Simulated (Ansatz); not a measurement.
K, diamond: how the functional moves the structure

All rows: Ansatz, plane waves with scalar-relativistic PAW, 420 eV (500 eV for the SCAN forms), relaxed under each functional, no dispersion correction, no zero-point motion. B₀ comes from uniform scaling at fixed shape; a dash is a value not given.

```
functional  V (Å³/atom)          cell  B₀ (GPa)     magnetic state  ΔE to bcc (meV/atom)
       PBE       111.83   a = 9.636 Å         1  spin not included                   298
    r²SCAN       114.69   a = 9.717 Å         -  spin not included                   343
    PBEsol       104.74   a = 9.427 Å         1  spin not included                   315
       LDA        96.29   a = 9.167 Å         2  spin not included                   314
    revPBE       122.18   a = 9.924 Å         1  spin not included                   290
      RPBE       123.80   a = 9.968 Å         1  spin not included                   288
      BLYP       130.98  a = 10.157 Å         -  spin not included                   158
```

LDA gives the smallest volume and BLYP the largest.
